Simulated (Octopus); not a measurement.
# CaO (Fm-3m) in Octopus: reference runs

Reference runs on CaO: the cell as given.

Everything below comes from runs of Octopus 16.4. Logs are shortened: lines on timing, memory, paths and dates and some standing lists are left out, and cuts for length are marked.

### 1 The structure

The structure is cubic, space group Fm-3m (No. 225). The conventional cell has a = 4.807 Å, b = 4.807 Å, c = 4.807 Å, α = 90.00°, β = 90.00°, γ = 90.00°. Around Ca (site symmetry m-3m) lie 6 O at 2.40 Å. O (site symmetry m-3m) is surrounded by 6 Ca at 2.40 Å.

The cell is a database's computed one.

### 2 Single point, PBEsol

inp

```
CalculationMode = gs
UnitsOutput = eV_Angstrom
PeriodicDimensions = 3
ExperimentalFeatures = yes
PseudopotentialSet = pseudodojo_pbesol
%LatticeParameters
 1*angstrom | 1*angstrom | 1*angstrom
%
%LatticeVectors
 0 | 2.403555696 | 2.403555696
 2.403555696 | 0 | 2.403555696
 2.403555696 | 2.403555696 | 0
%
%ReducedCoordinates
 "Ca" | 0 | 0 | 0
 "O" | 0.5 | 0.5 | 0.5
%
%Spacing
 0.13073619*angstrom | 0.13073619*angstrom | 0.13073619*angstrom
%
DerivativesOrder = 8
%KPointsGrid
 10 | 10 | 10
%
KPointsUseSymmetries = yes
XCFunctional = gga_x_pbe_sol + gga_c_pbe_sol
SmearingFunction = fermi_dirac
Smearing = 0.05*eV
ExtraStates = 6
Eigensolver = chebyshev_filter
ConvRelDens = 3e-7
MaximumIter = 120
%Output
 density | cube
 elf | cube
 potential | cube
%
```

Potentials or basis: pseudodojo_pbesol (PseudoDojo 0.4, PBEsol).

On the command line:

```
$ OMP_NUM_THREADS=1 octopus > out.log
```

out.log:

```text
Running octopus

[... 13 lines left out ...]

Input: [AllElectronType = no]
Input: [PseudopotentialSet = pseudodojo_pbesol]
Reading Coordinates from ReducedCoordinates block

****************************** Species *******************************
  Species 'Ca'
    type             : pseudopotential
    file             : 'Ca.upf'
    file format      : UPF2
    valence charge   : 10.0
    atomic number    :  20
    form on file     : kleinman-bylander
    lmax             : 2
    llocal           : -1
    projectors per l : 2
    total projectors : 6
    application form : kleinman-bylander
    orbitals         :  5
    bound orbitals   :  5

  Species 'O'
    type             : pseudopotential
    file             : 'O.upf'
    file format      : UPF2
    valence charge   : 6.0
    atomic number    :   8
    form on file     : kleinman-bylander
    lmax             : 2
    llocal           : -1
    projectors per l : 2
    total projectors : 6
    application form : kleinman-bylander
    orbitals         :  4
    bound orbitals   :  4

**********************************************************************

***************************** Symmetries *****************************
Space group No.  225
International: Fm-3m
Schoenflies: Oh^5
Info: The system has    48 symmorphic symmetries that can be used.
  Index                Rotation matrix                      Fractional translations
    1 :     1   0   0     0   1   0     0   0   1      0.000000    0.000000    0.000000
    2 :    -1   0   0     0  -1   0     0   0  -1      0.000000    0.000000    0.000000
    3 :     1   0  -1     1   0   0     1  -1   0      0.000000    0.000000    0.000000
    4 :    -1   0   1    -1   0   0    -1   1   0      0.000000    0.000000    0.000000
    5 :     0   1  -1     1   0  -1     0   0  -1      0.000000    0.000000    0.000000
    6 :     0  -1   1    -1   0   1     0   0   1      0.000000    0.000000    0.000000
[... 40 lines left out ...]
   47 :     0   1  -1    -1   1   0     0   1   0      0.000000    0.000000    0.000000
   48 :     0  -1   1     1  -1   0     0  -1   0      0.000000    0.000000    0.000000
Info: The system also has     0 nonsymmorphic symmetries (not used for electrons).
**********************************************************************

Input: [CurvMethod = curv_affine]
Input: [DerivativesStencil = stencil_stargeneral]

****************************** Lattice *******************************
  Lattice Vectors [A]
    0.000000    2.403556    2.403556
    2.403556    0.000000    2.403556
    2.403556    2.403556    0.000000
  Cell volume =            27.7711 [A^3]
  Reciprocal-Lattice Vectors [A^-1]
   -1.307060    1.307060    1.307060
    1.307060   -1.307060    1.307060
    1.307060    1.307060   -1.307060
  Cell angles [degree]
    alpha =   60.000
    beta  =   60.000
    gamma =   60.000
**********************************************************************

Checking if the generated full k-point grid is symmetric

    47 k-points generated from parameters :
 ---------------------------------------------------
    n =   10   10   10

    s1  =  0.00  0.00  0.00

   index |      weight  |             coordinates              |
       1 |     0.001000 |    0.000000    0.000000    0.000000  |
       2 |     0.008000 |    0.100000    0.000000    0.000000  |
       3 |     0.006000 |    0.100000    0.100000    0.000000  |
       4 |     0.012000 |   -0.100000    0.100000    0.000000  |
       5 |     0.024000 |   -0.100000    0.100000    0.100000  |
       6 |     0.008000 |    0.200000    0.000000    0.000000  |
[... 39 lines left out ...]
      46 |     0.012000 |   -0.400000    0.500000    0.100000  |
      47 |     0.003000 |    0.500000    0.500000    0.000000  |

Input: [SmearingFunction = fermi_dirac]
Input: [SymmetrizeDensity = yes]

******************************* States *******************************
Total electronic charge  =       16.000
Number of states         =       14
States block-size        =        4
**********************************************************************
[... 5 lines left out ...]
Simulation Box:
  Type = parallelepiped
[... 62 lines left out ...]
Info: Could not find 'restart/gs' directory for restart.
[... 18 lines left out ...]
** Warning:
**   Cannot do LCAO for all states because there are not enough atomic orbitals.
**   Required: 14. Available: 9. 5 orbitals will be randomized.

Info: Unnormalized total charge =     15.998966
Info: Renormalized total charge =     16.000000

** Warning:
**   Symmetrization discrepancy ratio (scalar) =  5.36083E-05

Info: Setting up Hamiltonian.
Info: Performing initial LCAO calculation with      9 orbitals.
Info: Getting Hamiltonian matrix elements.

Eigenvalues [eV]
 #st  Spin   Eigenvalue      Occupation
#k =       1, k = (  0.000000,  0.000000,  0.000000)
   1   --   -34.991917       2.000000
   2   --   -16.173624       2.000000
   3   --   -15.840230       2.000000
   4   --   -15.840230       2.000000
   5   --   -15.839634       2.000000
   6   --    -0.674616       2.000000
   7   --    -0.674616       2.000000
   8   --    -0.671454       2.000000
   9   --     6.265106       2.000000
#k =       2, k = (  0.100000,  0.000000,  0.000000)
   1   --   -34.931423       2.000000
   2   --   -16.434641       2.000000
   3   --   -15.683172       2.000000
   4   --   -15.682642       2.000000
   5   --   -15.244996       2.000000
   6   --    -0.559531       2.000000
   7   --    -0.472787       2.000000
   8   --    -0.469966       2.000000
   9   --     6.691424       2.000000
[... 45 further k-points ...]
Fermi energy =     8.452080 eV
Generating random wavefunctions for states       10 and above
Orthogonalizing wavefunctions.
Info: Ground-state restart information will be written to 'restart/gs'.
Info: SCF using complex wavefunctions.
Info: Starting SCF iteration.

** Warning:
**   Symmetrization discrepancy ratio (scalar) =  3.66938E-02

*********************** SCF CYCLE ITER #    1 ************************
 etot  = -1.54858429E+03 abs_ev   =  5.78E+01 rel_ev   =  2.79E-01
 ediff =        5.69E+01 abs_dens =  1.92E+00 rel_dens =  1.20E-01
Matrix vector products: 1175
Converged eigenvectors: 0

#  State  KPoint  Eigenvalue [eV]  Occupation    Error
      1       1      -34.995771    2.000000   ( 1.3E-06)
      1       2      -34.984780    2.000000   ( 1.2E-05)
      1       3      -34.981164    2.000000   ( 2.0E-05)
      1       4      -34.967858    2.000000   ( 5.7E-05)
      1       5      -34.958347    2.000000   ( 9.0E-05)
      1       6      -34.955853    2.000000   ( 5.1E-05)
      1      10      -34.943201    2.000000   ( 1.2E-04)
      1       7      -34.936661    2.000000   ( 1.3E-04)
[... 23 lines left out ...]
     14      14       17.086436    0.000000   ( 2.3E-01)
     14      30       17.119325    0.000000   ( 1.4E-01)
     14      31       17.211169    0.000000   ( 1.4E-01)
     14      25       17.441615    0.000000   ( 1.6E-01)
     14      15       17.504788    0.000000   ( 1.5E-01)
     14      44       17.687504    0.000000   ( 1.8E-01)
     14       5       18.569619    0.000000   ( 1.7E-01)
     14      24       19.527306    0.000000   ( 2.0E-01)

Density of states:

------------------------%---------------------------------------------
------------------------%---------------------------------------------
------------------------%---------------------------------------------
------------------------%-----------------%%--------------------------
------------------------%-----------------%%--------------------------
%-----------------------%-----------------%%--------------%-----------
%-----------------------%-----------------%%--------------%-%---------
%---------------------%-%-%---------------%%-----------%%-%%%---------
%---------------------%%%%%---------------%%----------%%%%%%%---------
%---------------------%%%%%--------------%%%---------%%%%%%%%%%%%%%---
                                                ^

Fermi energy =     2.587404 eV

**********************************************************************

*********************** SCF CYCLE ITER #    2 ************************
 etot  = -1.50592690E+03 abs_ev   =  1.33E+01 rel_ev   =  6.87E-02
 ediff =        1.57E+00 abs_dens =  1.17E+00 rel_dens =  7.32E-02
Matrix vector products: 1175
Converged eigenvectors: 0
[... 163 lines left out ...]
*********************** SCF CYCLE ITER #   16 ************************
 etot  = -1.50396899E+03 abs_ev   =  6.54E-05 rel_ev   =  3.42E-07
 ediff =        3.82E-06 abs_dens =  1.47E-06 rel_dens =  9.18E-08
Matrix vector products: 1175
Converged eigenvectors: 49

#  State  KPoint  Eigenvalue [eV]  Occupation    Error
      1       1      -35.473802    2.000000   ( 2.1E-08)
      1       2      -35.463833    2.000000   ( 1.9E-08)
      1       3      -35.460544    2.000000   ( 1.9E-08)
      1       4      -35.448476    2.000000   ( 2.0E-08)
      1       5      -35.439825    2.000000   ( 2.0E-08)
      1       6      -35.437610    2.000000   ( 2.0E-08)
      1      10      -35.425997    2.000000   ( 1.9E-08)
      1       7      -35.420178    2.000000   ( 2.1E-08)
[... 23 lines left out ...]
     14      41       14.327556    0.000000   ( 2.5E-02)
     14      35       14.330053    0.000000   ( 2.9E-02)
     14      27       14.338070    0.000000   ( 2.5E-02)
     14      43       14.476597    0.000000   ( 2.2E-02)
     14      37       15.298129    0.000000   ( 2.9E-02)
     14      40       15.542878    0.000000   ( 2.8E-02)
     14      45       15.548471    0.000000   ( 1.9E-02)
     14      38       15.587227    0.000000   ( 1.8E-02)

Density of states:

--------------------------%-------------------------------------------
--------------------------%-------------------------------------------
--------------------------%----------------------%--------------------
-------------------------%%----------------------%------------%-------
%------------------------%%----------------------%------------%-------
%------------------------%%----%-----------------%%-----------%%------
%------------------------%%----%----------------%%%---------%%%%%-----
%------------------------%%----%----------------%%%--------%%%%%%-----
%------------------------%%----%----------------%%%-------%%%%%%%%----
%------------------------%%---%%----------------%%%-----%%%%%%%%%%%%--
                                                    ^

Fermi energy =     2.953383 eV

**********************************************************************

Info: SCF converged in   16 iterations

** Warning:
**   Some of the states are not fully converged!

Info: Number of matrix-vector products:      18800
Info: Writing output to static/

Info: Finished writing information to 'restart/gs'.

Octopus emitted 21 warnings.
```

Run time: 3.2 min. Hardware: 1 thread of Intel Xeon 6975P-C (Granite Rapids), shared host; peak memory 0.79 GiB.

Results:

```yaml
Free_energy: -1503.9690 eV
Band_gap_on_the_k_mesh: 3.56 eV, indirect (least direct gap 3.94 eV)
```

Levels at points of the mesh, in eV from the valence-band top:
```tsv
k point	band 5	band 6	band 7	band 8	band 9	band 10	band 11	band 12
(0.00, 0.00, 0.00)	-15.39	0.00	0.00	0.00	4.59	6.21	6.21	6.21
(0.50, 0.00, 0.00)	-14.17	-2.67	-1.20	-1.20	7.02	8.34	8.38	8.38
(0.50, 0.50, 0.00)	-15.15	-1.32	-0.38	-0.38	3.56	8.05	8.93	9.59
```
